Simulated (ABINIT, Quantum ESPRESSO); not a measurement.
This is a calculation of HfO2 for ABINIT 10.8.3 (patched build). 

Contents of run.abi:

```
# Pseudopotentials
pp_dirpath "./"
pseudos "Hf.GGA_PBE-JTH.xml, O.GGA_PBE-JTH.xml"

# Structure
acell 3*1.0 Angstrom
rprim
     5.1180000000     0.0000000000     0.0000000000
     0.0000000000     5.1857000000     0.0000000000
    -0.8586630598     0.0000000000     5.2138671406
ntypat 2
znucl 72 8
natom 12
typat 1 1 1 1 2 2 2 2 2 2 2 2
xred
     0.2755000000     0.4603000000     0.7080000000
     0.7245000000     0.9603000000     0.7920000000
     0.7245000000     0.5397000000     0.2920000000
     0.2755000000     0.0397000000     0.2080000000
     0.0742000000     0.1684000000     0.8467000000
     0.9258000000     0.6684000000     0.6533000000
     0.9258000000     0.8316000000     0.1533000000
     0.0742000000     0.3316000000     0.3467000000
     0.4487000000     0.7419000000     0.9801000000
     0.5513000000     0.2419000000     0.5199000000
     0.5513000000     0.2581000000     0.0199000000
     0.4487000000     0.7581000000     0.4801000000
chkprim 0
chksymtnons 0
tolsym 1.0e-6

# Plane-wave basis
ecut 23.0
pawecutdg 45.0
pawxcdev 0

# k points
kptopt 1
ngkpt 5 5 5
nshiftk 1
shiftk 0.0 0.0 0.0

# Exchange and correlation
ixc 11

# Bands and occupations
nband 58
occopt 3
tsmear 0.05 eV

# SCF cycle
nstep 100
tolvrs 1.0e-9

# Output
iomode 3
prtwf 0
prtden 0
prteig 0
prtebands 0
enunit 2
```

Potentials or basis: JTH PAW PBE v2.0.

Run with:

```console
$ abinit run.abi > log 2>&1
```

Task: Set up the same calculation for Quantum ESPRESSO 7.5. Potentials or basis there: SSSP 1.3 efficiency PBE, cutoff 816 eV.

Result: As run (cutoffs and basis follow the program's own potentials, and thresholds, step limits or extra output files can differ):

The input pw.in:

```
&CONTROL
  calculation = 'scf'
  prefix = 'pwscf'
  outdir = './tmp'
  pseudo_dir = './pseudo'
  tprnfor = .true.
  tstress = .true.
  disk_io = 'low'
/
&SYSTEM
  ibrav = 0
  nat = 12
  ntyp = 2
  ecutwfc = 60
  ecutrho = 440
  nbnd = 62
  occupations = 'smearing'
  smearing = 'fd'
  degauss = 0.00367493
/
&ELECTRONS
  conv_thr = 2.4d-09
  electron_maxstep = 120
  mixing_beta = 0.5
/
ATOMIC_SPECIES
Hf   178.4900 Hf-sp.oncvpsp.upf
O     15.9990 O.pbe-n-kjpaw_psl.0.1.UPF
CELL_PARAMETERS angstrom
   5.1180000000    0.0000000000    0.0000000000
   0.0000000000    5.1857000000    0.0000000000
  -0.8586630598    0.0000000000    5.2138671406
ATOMIC_POSITIONS crystal
Hf     0.2755000000    0.4603000000    0.7080000000
Hf     0.7245000000    0.9603000000    0.7920000000
Hf     0.7245000000    0.5397000000    0.2920000000
Hf     0.2755000000    0.0397000000    0.2080000000
O      0.0742000000    0.1684000000    0.8467000000
O      0.9258000000    0.6684000000    0.6533000000
O      0.9258000000    0.8316000000    0.1533000000
O      0.0742000000    0.3316000000    0.3467000000
O      0.4487000000    0.7419000000    0.9801000000
O      0.5513000000    0.2419000000    0.5199000000
O      0.5513000000    0.2581000000    0.0199000000
O      0.4487000000    0.7581000000    0.4801000000
K_POINTS automatic
5 5 5 0 0 0
```

pp_density.in

```
&INPUTPP
  prefix = 'pwscf'
  outdir = './tmp'
  filplot = 'density.dat'
  plot_num = 0
/
&PLOT
  nfile = 1
  filepp(1) = 'density.dat'
  iflag = 3
  output_format = 6
  fileout = 'density.cube'
/
```

pp_potential.in

```
&INPUTPP
  prefix = 'pwscf'
  outdir = './tmp'
  filplot = 'potential.dat'
  plot_num = 11
/
&PLOT
  nfile = 1
  filepp(1) = 'potential.dat'
  iflag = 3
  output_format = 6
  fileout = 'potential.cube'
/
```

Potentials or basis: SSSP 1.3 efficiency PBE.

Launch:

```sh
$ OMP_NUM_THREADS=1 mpirun -n 2 pw.x -nk 2 -in pw.in > pw.out
$ OMP_NUM_THREADS=1 mpirun -n 1 pp.x -in pp_density.in > pp_density.out
$ OMP_NUM_THREADS=1 mpirun -n 1 pp.x -in pp_potential.in > pp_potential.out
```

Both were run:

|  | ABINIT | Quantum ESPRESSO |
| --- | --- | --- |
| Pressure | 2.9 GPa | 3.9 GPa |
| Largest force | 0.458 eV/Å | 0.461 eV/Å |

Pressure is positive in compression.
